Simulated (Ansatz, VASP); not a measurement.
**Rh: VASP beside Ansatz**

```
CELL_PARAMETERS angstrom
2.70817 0.00000 0.00000
0.00000 2.70817 0.00000
0.00000 0.00000 17.82993
ATOMIC_POSITIONS crystal
Rh 0.50000 0.50000 0.39260
Rh 0.00000 0.00000 0.49571
Rh 0.50000 0.50000 0.59864
```

Alike in both runs: functional PBE; k mesh 11 × 11 × 1; occupations gaussian, width 0.1 eV; no spin polarisation.

Ansatz relaxed the structure, and its values are those at the end. VASP's run is a single point on that final structure, the one shown.

|  | VASP | Ansatz |
| --- | --- | --- |
| version | VASP 6.6.1 | Ansatz 0.2.0 |
| potentials or method | VASP PAW PBE potentials, release 64 (Rh_pv) | scalar-relativistic, plane waves, PAW |
| plane-wave cutoff (eV) | 520 | 420 |
| valence electrons in the cell | 45 | 51 |

```csv
,VASP,Ansatz,Ansatz less VASP
gap on the k mesh at the Fermi level (eV),none,none,-
rms of the force components (eV/Å),0.009,0.009,-0.0003
"work function, face that differs most (eV)",4.82,4.94,+0.116
```

A gap of «none» marks a metal or a gap that the smearing closes. The two sets of potentials don't hold the same shells in valence.
